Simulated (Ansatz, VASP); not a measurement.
# Cs in VASP and in Ansatz

INCAR

```
  ALGO = Normal
  EDIFF = 1E-6
  ENCUT = 520
  GGA = CA
  ISIF = 2
  ISMEAR = -1
  LASPH = T
  LCHARG = F
  LREAL = F
  LWAVE = F
  NBANDS = 10
  NELM = 100
  PREC = Accurate
  SIGMA = 0.05
```

File KPOINTS:

```
k-points
0
Gamma
  9 9 9
```

POSCAR

```
Cs
1.0
   -3.0022141539      3.0022141539      3.0022141539
    3.0022141539     -3.0022141539      3.0022141539
    3.0022141539      3.0022141539     -3.0022141539
Cs
1
Direct
    0.0000000000      0.0000000000      0.0000000000
```

Input for Ansatz:

```yaml
crystal:
  lattice:
    - [-3.0022141539, 3.0022141539, 3.0022141539]
    - [3.0022141539, -3.0022141539, 3.0022141539]
    - [3.0022141539, 3.0022141539, -3.0022141539]
  atoms:
    - { symbol: Cs, position: [0.0, 0.0, 0.0] }
kpoints:
  mp_grid: { grid: [9, 9, 9] }
  band_path:
    path:
      - [0.0, 0.0, 0.0]
      - [0.5, -0.5, 0.5]
      - [0.0, 0.0, 0.5]
      - [0.0, 0.0, 0.0]
      - [0.25, 0.25, 0.25]
      - [0.5, -0.5, 0.5]
      - [0.25, 0.25, 0.25]
      - [0.0, 0.0, 0.5]
    npoints: 5
scf:
  occupations: { method: fermi_dirac, width: 0.05 }
hamiltonian:
  xc: lda
  pseudopotentials: { kind: all_electron, lapw: { basis_error: 0.001 } }
output:
  forces: true
  stress: true
  eigenvalues: true
```

Change from the starting cell: volume scaled by 0.98.

Alike in both runs: task single point; functional LDA; k mesh 9 × 9 × 9; occupations fermi-dirac, width 0.05 eV; no spin polarisation.

|  | VASP | Ansatz |
| --- | --- | --- |
| version | VASP 6.6.1 | Ansatz 0.2.0 |
| potentials or method | VASP PAW LDA potentials, release 64 (Cs_sv) | all-electron LAPW, scalar-relativistic |
| plane-wave cutoff (eV) | 520 | see its input |

```tsv
	VASP	Ansatz	Ansatz less VASP
pressure (GPa)	-0.3	-0.2	+0.01
```

Ansatz ran all-electron here, so the differences hold the error of VASP's frozen core and of both bases.

The runs have no spin-orbit coupling, so splittings on Cs are missing.
